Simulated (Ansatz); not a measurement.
# Al: one atom moved along a line

All numbers below come from DFT PBE+D3(BJ), scalar-relativistic, plane waves, PAW (Ansatz 0.2.0). The runs took a 420 eV cutoff, a Γ-centred 14×14×14 mesh and Gaussian smearing (0.15 eV). No spin polarisation. Energies are free energies at this smearing, counted from the undisturbed cell; pressure is positive in compression.

The starting cell (relaxed at this level):

```
Al
1.0
    -3.98273    3.98273    0.00000
    -3.98273    0.00000    3.98273
     0.00000    3.98273    3.98273
Al
8
Direct
  0.00000 0.00000 0.00000
  0.50000 0.00000 0.00000
  0.00000 0.50000 0.00000
  0.00000 0.00000 0.50000
  0.50000 0.50000 0.00000
  0.50000 0.00000 0.50000
  0.00000 0.50000 0.50000
  0.50000 0.50000 0.50000
```

Atom 1 (Al) is moved by x along the Cartesian unit vector (1.000, 0.000, 0.000); the cell and all other atoms stay fixed. The cell is metallic on the mesh throughout.

```
  x (Å)  ΔE (meV/cell) force along x on the moved atoms (eV/Å) pressure (GPa)
-0.4500          567.1                                     2.64             2.2
-0.1500              ?                                     0.81               ?
 0.0000            0.0                                     0.00             0.0
 0.0750           15.0                                    -0.40             0.1
 0.2250          136.5                                        ?               ?
 0.3000          245.2                                    -1.67             1.0
 0.3750          388.1                                    -2.14             1.5
```

By symmetry 0.4500 repeats -0.4500, -0.3000 repeats 0.3000, 0.1500 repeats -0.1500 in energy; the slope of the energy along the path changes sign there.

**Question.** Give the withheld values.

**Answer.** ΔE (meV/cell) at x (Å) = -0.1500: 60.2; pressure (GPa) at x (Å) = -0.1500: 0.2; force along x on the moved atoms (eV/Å) at x (Å) = 0.2250: -1.23; pressure (GPa) at x (Å) = 0.2250: 0.6.